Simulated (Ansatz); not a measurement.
The system is MnO.

```xyz
2
Lattice="0.0000 2.2239 2.2239 2.2239 0.0000 2.2239 2.2239 2.2239 0.0000" Properties=species:S:1:pos:R:3 pbc="T T T"
Mn    0.0000    0.0000    0.0000
O     2.2239    2.2239    2.2239
```

The cell is a database's computed one.

* Program: Ansatz 0.2.0
* Task: relaxation of cell and atoms
* Functional: PBEsol
* Potentials or basis: Ansatz PAW
* Cutoff: 420 eV (not typed: the program's choice for these potentials)
* k mesh: 10 × 10 × 10
* Occupations: fermi-dirac, width 0.05 eV
* Spin: collinear spin, ferromagnetic start
* Starting moments: [4.0, 0.0] μB

At the start: volume 11.00 Å³/atom.

Q: How do energy, volume and symmetry change on relaxing?

A: It ends after 7 steps and the volume is 10.12 Å³/atom (-8.0 %); space group Fm-3m (No. 225, to 0.05 Å); moment 4.45 μB per cell.

The path:
```csv
step,energy change (eV),largest force (eV/Å),volume (Å³)
1,0.0000,0.0000,22.00
2,-0.0294,0.0000,21.28
3,-0.0475,0.0000,20.08
4,-0.0474,0.0000,20.32
5,-0.0427,0.0000,20.32
6,-0.0431,0.0000,20.25
7,-0.0428,0.0000,20.25
```

Final structure:
```cif
data_structure
_symmetry_space_group_name_H-M 'P 1'
_symmetry_Int_Tables_number 1
_cell_length_a 3.0594
_cell_length_b 3.0594
_cell_length_c 3.0594
_cell_angle_alpha 60.000
_cell_angle_beta 60.000
_cell_angle_gamma 60.000
_cell_volume 20.25
loop_
_atom_site_label
_atom_site_type_symbol
_atom_site_fract_x
_atom_site_fract_y
_atom_site_fract_z
_atom_site_occupancy
Mn1 Mn 0.00000 0.00000 0.00000 1
O1 O 0.50000 0.50000 0.50000 1
```

Caveat: the plane-wave basis is chosen anew once the cell has moved, so the energies of steps on either side of that aren't comparable; the pressure holds a Pulay correction of +0.7 GPa for the finite cutoff; a cell with one magnetic atom can't hold antiferromagnetic order, which such compounds often take; the PAW data sets come from PBE, with cores solved anew for the run's functional, which leaves a small shift of forces and pressure.
